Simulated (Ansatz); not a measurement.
A first try at cell relaxations under several functionals of GaSb, space group I-4m2, using the Ansatz DFT code, driven from Python.

`gasb.py`:
```python
from dataclasses import dataclass

import ansatz as az
import numpy as np


@dataclass(frozen=True)
class Options:
    filling: str = "Fixed"


cfg = Options()

def edges_and_angles(cell):
    cell = np.asarray(cell)
    a, b, c = np.linalg.norm(cell, axis=1)
    cosines = cell[1] @ cell[2] / (b * c), cell[0] @ cell[2] / (a * c), cell[0] @ cell[1] / (a * b)
    return (a, b, c, *np.degrees(np.arccos(cosines)))

lattice = az.Lattice.of(
    [-2.753434, 2.753434, 1.590707],
    [2.753434, -2.753434, 1.590707],
    [2.753434, 2.753434, -1.590707],
)
sites = [
    ("Ga", [0.25, 0.75, 0.5]),
    ("Sb", [0.0, 0.0, 0.0]),
]
structure = az.Crystal(lattice=lattice)
for symbol, position in sites:
    structure = structure.atom(symbol, position)

job = structure.calculation().kpoints(8).occupations(cfg.filling).relax(cell=True)

levels = [("pbesol", "d3bj"), ("blyp", "d3bj"), ("pbesol", "none")]
print("level            a       b       c    alpha   beta  gamma  V/atom  steps")
for name, dispersion in levels:
    seen = []
    run = job.functional(name, dispersion=dispersion).session().plan()
    result = run.execute(on_event=lambda e: seen.append(e) if e["event"] == "relax_step" else None)
    cell = result.lattice.cell_ang
    label = name if dispersion == "none" else f"{name}+{dispersion}"
    print("{:13s} {:7.4f} {:7.4f} {:7.4f} {:6.2f} {:6.2f} {:6.2f}".format(label, *edges_and_angles(cell)), f"{abs(np.linalg.det(cell)) / len(result.lattice.sites):7.3f} {len(seen):5d}")
```

```console
$ python gasb.py
level            a       b       c    alpha   beta  gamma  V/atom  steps
DeckWarning: basis.ecutwfc = 420 eV, auto-derived from the records' recommended cutoffs: set by Ga (normal level)
RunWarning: iter 1: σ=0 fill of 14 bands saw a band overlap (occupied 11.5932 eV > unoccupied 7.7655 eV) — on an unconverged iterate often a transient of an unconverged empty band; one that stands at the close is told there (band_overlap_at_count); if the run fails to converge, the spectrum is likely genuinely metallic at σ=0 — use a smearing of finite width or the tetrahedron method (which not every kind of run takes: see the entry of scf.occupations.method in the input reference), with at least one empty band (raise scf.n_extra_bands, or leave it out; where the count is already the smallest k-point's plane-wave count, raise basis.ecutwfc first)
RunWarning: this SCF's forces and stress, whichever it reports, may be less accurate than they should be. Ahead of them the orbitals were solved, by the loop's own last solve, its closing phase or the close (the residual-converged pass), until each band's occupation times the norm of its residual had passed under 1.0e-8 eV. As they were assembled the largest stood at 2.5e-7 eV, and the occupations differed by up to 0.0e0 from those filled behind that solve. Where the close made that solve, it may have left the residual there: it fell short, which an eigensolver_not_converged notice then says, or the filling made behind it gave a band more weight than it was solved under. Else, and wherever the close made none, a later solve or fill of the close moved the state: the band table's solve, or the re-solve that a product which reads orbitals off this SCF asks for (a displaced member of a phonon batch makes neither). The energies are not touched. Against a later solve or fill, where the forces or the stress matter at this accuracy, take them from a run of their own, whose close makes neither: with output.eigenvalues: false, with output.band_residual_tolerance removed where the deck types [...]
RunWarning: a fill by count may have filled part of one level: at k-index 45 the highest filled band, 9.392598 eV, and the lowest empty band, 9.392598 eV, stand 8.882e-15 eV apart, within the solve's uncertainty, 4.472e-6 eV. If they are one level, whatever splits it, however little, can move the result. A smearing (`scf.occupations.method` with a `width`) well over the split that the run's distortions make, where the deck can take one, can fill the level evenly. On an open shell (a free atom, a radical) an even fill, a smearing's or one that the run's symmetry operations hold, can lie tenths of an eV above a state that splits the level, and an energy difference taken against it is then off by as much. To look for that state on an open shell, re-run with `crystal.symmetry.detect: false`, without `crystal.symmetry.time_reversal: true` (on a non-collinear deck from a starting moment too), where the deck allows it, and compare the energies; that run can end on one of several states, or fail to converge. If the gap is true, a tighter SCF threshold (`scf.convergence.dr2_threshold`, or `saddle.dr2_threshold`, `phonons.dr2_threshold` by `fd` or `hamiltonian.hubbard.lr.dr2_threshold` [...]
RunWarning: the bands overlap at the fill by count (14 filled at each k-point of a channel): the highest filled level, 11.348911 eV at k-index 4, stands 2.9847 eV over the lowest empty one, 8.364182 eV at k-index 46, so that a fill of the lowest levels lies lower and no gap is reported. A metal, or a carrier in a host's bands, wants a smearing of finite width or the tetrahedron method (`scf.occupations.method`). A defect's level that its images broaden is meant whole, and this fill is then the right one; a shifted mesh or single k-points narrow the overlap
pbesol+d3bj    4.2744  4.2744  4.2744  96.34  96.34 141.20  23.080     7
Traceback (most recent call last):
  File "gasb.py", line 40, in <module>
    result = run.execute(on_event=lambda e: seen.append(e) if e["event"] == "relax_step" else None)
ansatz.NonConvergedError: did not converge after 100 iterations: dr2 = 4.56e-6 (threshold 2.00e-7), under the density mixer `msr1`, which `scf.mixing.algorithm: auto` chose by the deck's other keys (type `scf.mixing.algorithm: msr1` to keep it); at k-index 45, counted from 0 in this SCF's own list of k-points, the highest band that the last eigensolve's fill by count filled, 8.849161 eV, and the lowest that it left empty, 8.849947 eV, lay 7.857e-4 eV apart, the closest at any k-point: where those lie closer than the levels still move from one iteration to the next, and no symmetry of the run holds them equal, such a fill need not settle, and opposed starting moments at zero total moment, or else a narrow smearing, may settle it (`scf.occupations.method`, Limitations, in the input reference); raise `scf.max_iter`, which need not help a stalled SCF, or adjust the mixing (`scf.mixing`) or, under a smearing, its width (`scf.occupations.width`, in either direction: another width is another result); this SCF holds its density and magnetisation to the symmetry operations that it keeps, and cannot end on a state that breaks one of them: if the state sought breaks one, re-run with [...]
The last result that the run could keep is in <dir> where next_state_free_energy_ev on a file's second line is a number, the run has left its state, where lower_state_in_no_save there is true it has gone on to a lower one that no save has, where lower_state_not_kept there is true it has shown a lower one that it does not keep, where withdrawn there is true it has taken that telling back, where relaxation_convergence_pending there is true the relaxation had not been seen to end on it, where checkpoint_pending there is true a resume need not go on from it, and where ended_on there is non_converged, with further_exchange_loops ahead (goes_on_to, as later_telling there has it, where it stands), the run gives no result, that one neither; one whose goes_on_to is unconverged_end is of a structure not shown to be relaxed.
```
(Warnings from the package without file and line, shortened, repeats left out.)

Why does it end like this?

The fault: fixed occupations, though the bands overlap at this level of theory. The change:

```diff
--- before
+++ after
@@ -8,3 +8,4 @@
 class Options:
-    filling: str = "Fixed"
+    filling: str = "fermi_dirac"
+    smearing_width: float = 0.05
 
@@ -32,3 +33,3 @@
 
-job = structure.calculation().kpoints(8).occupations(cfg.filling).relax(cell=True)
+job = structure.calculation().kpoints(8).occupations(cfg.filling, width=cfg.smearing_width).relax(cell=True)
```

The mended script runs so:

```console
$ python gasb.py
level            a       b       c    alpha   beta  gamma  V/atom  steps
DeckWarning: basis.ecutwfc = 420 eV, auto-derived from the records' recommended cutoffs: set by Ga (normal level)
pbesol+d3bj    4.0686  4.0686  4.0686  98.18  98.18 135.68  21.790     6
blyp+d3bj      4.1715  4.1715  4.1715  98.43  98.43 134.98  23.716     4
pbesol         4.1314  4.1314  4.1314  98.29  98.29 135.37  22.913     5
```
(Warnings from the package without file and line.)

Reading the output:
- Forces vanish by symmetry, so the ions can't move, and the end may be a saddle.
- BLYP and dispersion corrections can be off by several per cent in the lattices of metals, and by several GPa in the pressure at a fixed cell.
- The mesh is modest for a metal, so energies can be off by several to tens of meV an atom and pressures by half a GPa or more; differences at equal mesh fare better.
- Edges and angles are those of the cell as typed, here a primitive one, not of the conventional cell.
- The structure comes from a database of computed cells and needn't be a stable or known phase.
- Processor time in the engine: 75 s on 1 thread of Intel(R) Xeon(R) Processor @ 2.30GHz (shared host), peak memory 0.61 GiB.
